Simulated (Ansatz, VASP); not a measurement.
RbBr in VASP and in Ansatz

```xyz
2
Lattice="0.0000 3.5651 3.5651 3.5651 0.0000 3.5651 3.5651 3.5651 0.0000" Properties=species:S:1:pos:R:3 pbc="T T T"
Rb    0.0000    0.0000    0.0000
Br    3.5651    3.5651    3.5651
```

Change from the starting cell: volume scaled by 1.05.

Alike in both runs: task single point; functional PBE; k mesh 9 × 9 × 9; occupations fermi-dirac, width 0.05 eV; no spin polarisation.

```csv
,VASP,Ansatz
version,VASP 6.6.1,Ansatz 0.2.0
potentials or method,"VASP PAW PBE potentials, release 64 (Rb_sv, Br), cutoff 520 eV","all-electron LAPW, scalar-relativistic"
```

```tsv
	VASP	Ansatz	Ansatz less VASP
gap on the k mesh at the Fermi level (eV)	4.08	4.08	+0.001
pressure (GPa)	-0.5	-0.5	-0.02
```

Ansatz ran all-electron here, so the differences hold the error of VASP's frozen core and of both bases.

Caveats: an odd mesh through Γ misses points on the zone boundary, where band edges often lie.
